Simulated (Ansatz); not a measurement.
# GaSb: the cost of one run

Program: Ansatz 0.2.0. Level of theory: DFT PBEsol, all-electron LAPW, scalar-relativistic unless said. These are calculated values, not measurements.

The COD entry's cell or inner coordinates are ideal or old and differ from later refinements, so a difference from it is no clean test against experiment.

## Step 1: The starting structure

It takes space group F-43m (No. 216, cubic). The conventional cell has a = 6.110 Å, b = 6.110 Å, c = 6.110 Å, α = 90.00°, β = 90.00°, γ = 90.00°. Ga (site symmetry -43m) has 4 Sb at 2.65 Å as nearest neighbours. Around Sb (site symmetry -43m) lie 4 Ga at 2.65 Å.

Coordinates:

```
CELL_PARAMETERS angstrom
0.00000 3.05496 3.05496
3.05496 0.00000 3.05496
3.05496 3.05496 0.00000
ATOMIC_POSITIONS crystal
Ga 0.00000 0.00000 0.00000
Sb 0.75000 0.75000 0.75000
```

Cartesian axes are those of the input's lattice vectors. The structure goes back to a database entry.

## Step 2: Reference run, LAPW

Input file input.yaml:

```yaml
crystal:
  lattice:
    - [0.0, 3.05495671727, 3.05495671727]
    - [3.05495671727, 0.0, 3.05495671727]
    - [3.05495671727, 3.05495671727, 0.0]
  atoms:
    - { symbol: Ga, position: [0.0, 0.0, 0.0] }
    - { symbol: Sb, position: [0.75, 0.75, 0.75] }
kpoints:
  mp_grid: { grid: [10, 10, 10] }
scf:
  occupations: { method: fermi_dirac, width: 0.1 }
hamiltonian:
  xc: pbesol
  pseudopotentials: { kind: all_electron, lapw: { basis_error: 0.0005 } }
phonons:
  qmesh: [2, 2, 2]
  qpath:
    path:
      - [0.0, 0.0, 0.0]
      - [-0.5, -0.5, 0.0]
      - [-0.375, -0.375, 0.25]
      - [-0.375, 0.0, 0.375]
      - [0.0, 0.0, 0.0]
      - [0.0, 0.0, 0.5]
      - [-0.5, -0.25, 0.25]
      - [-0.5, -0.5, 0.0]
    npoints: 6
  temperatures: { t_min: 0, t_max: 1000, t_step: 100 }
```

The run is started by

```bash
$ ansatz run input.yaml --threads 1 --pin off --max-ram 3072MiB --backend cpu --events-out ev --progress --plain --runs-dir out
```

Q: Estimate wall time and peak memory on 1 thread of Intel Xeon 6975P-C (Granite Rapids), shared host.

About 24 min, with a peak of 1.7 GiB.
